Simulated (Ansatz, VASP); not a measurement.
# Sn3Se: VASP beside Ansatz

```
CELL_PARAMETERS angstrom
0.00000 3.78226 3.78226
3.78226 0.00000 3.78226
3.78226 3.78226 0.00000
ATOMIC_POSITIONS crystal
Sn 0.50000 0.50000 0.50000
Sn 0.75000 0.75000 0.75000
Sn 0.25000 0.25000 0.25000
Se 0.00000 0.00000 0.00000
```

Change from the starting cell: volume scaled by 1.04.

Alike in both runs: task single point; functional PBEsol; k mesh 6 × 6 × 6; occupations fermi-dirac, width 0.05 eV; no spin polarisation.

|  | VASP | Ansatz |
| --- | --- | --- |
| version | VASP 6.6.1 | Ansatz 0.2.0 |
| potentials or method | VASP PAW PBE potentials, release 64 (Sn_d, Se) | Ansatz PAW |
| plane-wave cutoff (eV) | 520 | 420 |
| valence electrons in the cell | 48 | 58 |

```tsv
	VASP	Ansatz	Ansatz less VASP
gap on the k mesh at the Fermi level (eV)	none	none	-
pressure (GPa)	-4.7	-4.7	+0.03
```

A gap of «none» marks a metal or a gap that the smearing closes. The functional is the same, so the differences come from potentials, cutoffs and numerics. The two sets of potentials don't hold the same shells in valence.

Caveats: the PAW data sets were made with another functional, which shifts forces and pressure a little (VASP); the PAW data sets come from PBE, with cores solved anew for the run's functional, which leaves a small shift of forces and pressure (Ansatz).
